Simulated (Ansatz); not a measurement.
Program: Ansatz. Geometries: PBE0-D4/def2-TZVP. ΔE: electronic, gas phase. CCSD(T)/CBS adds triple-zeta CCSD(T) − MP2 to the extrapolated MP2 energy (def2 sets, frozen cores). DFT in def2-TZVPP. B3LYP here is the variant with VWN-RPA as its local correlation; programs differ in this. One conformer a species, not always the lowest.

Consider the cleavage of the Si–Si bond: `O[SiH](O)[SiH](F)F` + acetic acid → `CC(=O)O[SiH](F)F` + `O[SiH2]O`.

Question: Is it downhill or uphill in electronic energy at CCSD(T)/CBS, and by how much? (Estimate.)

Answer: Computed: Downhill: ΔE = -1.38 eV.

Question: What do these levels give: PBE0-D4, B3LYP-D4, ωB97M-V, PBE0, B3LYP, MP2/def2-TZVPP, SCS-MP2/def2-TZVPP, CCSD(T)/def2-TZVPP, MP2/def2-QZVPP, SCS-MP2/def2-QZVPP, MP2/CBS(def2), CCSD/CBS(def2)? (Best estimate.)

Answer: Ansatz gave: PBE0-D4 -1.16, B3LYP-D4 -1.28, ωB97M-V -1.38, PBE0 -1.17, B3LYP -1.28, MP2/def2-TZVPP -1.47, SCS-MP2/def2-TZVPP -1.48, CCSD(T)/def2-TZVPP -1.41, MP2/def2-QZVPP -1.46, SCS-MP2/def2-QZVPP -1.47, MP2/CBS(def2) -1.44, CCSD/CBS(def2) -1.39 eV.

Largest T1 diagnostic among the species: 0.015.

In def2-TZVPP, CCSD(T) changes the Hartree–Fock value by +0.13 eV (the triples alone add +0.02 eV) and MP2 by +0.07 eV. From PBE to PBE0 (25 % exact exchange), in def2-TZVPP and without D4, ΔE moves by −0.11 eV.
